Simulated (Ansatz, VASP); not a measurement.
SiC: VASP beside Ansatz

```
Si C
1.0
     0.00000    2.26096    2.34792
     2.26096    0.00000    2.34792
     2.26096    2.26096    0.00000
Si C
1 1
Direct
  0.00000 0.00000 0.00000
  0.75000 0.75000 0.75000
```

Change from the starting cell: strain +0.040 along x and y, +0.080 along z, atoms carried along.

Alike in both runs: task single point; functional r2SCAN; k mesh 12 × 12 × 12; occupations gaussian, width 0.05 eV; no spin polarisation.

|  | VASP | Ansatz |
| --- | --- | --- |
| version | VASP 6.6.1 | Ansatz 0.2.0 |
| potentials or method | VASP PAW PBE potentials, release 64 (Si, C) | scalar-relativistic, plane waves, PAW |
| plane-wave cutoff (eV) | 520 | 500 |
| valence electrons in the cell | 8 | 8 |

```csv
,VASP,Ansatz,Ansatz less VASP
gap on the k mesh at the Fermi level (eV),1.61,1.60,-0.007
least direct gap on the mesh (eV),4.82,4.80,-0.010
pressure (GPa),-25.4,-25.3,+0.08
largest component of the traceless stress (GPa),7.03,7.01,-0.019
```

The functional is the same, so the differences come from potentials, cutoffs and numerics.

Caveats: so large a pressure means that the cell lies far from this level's equilibrium, or that cutoff or potentials fall short (VASP); the potentials were made for another functional, which shifts forces and pressure (VASP). A k mesh can miss the band edges.
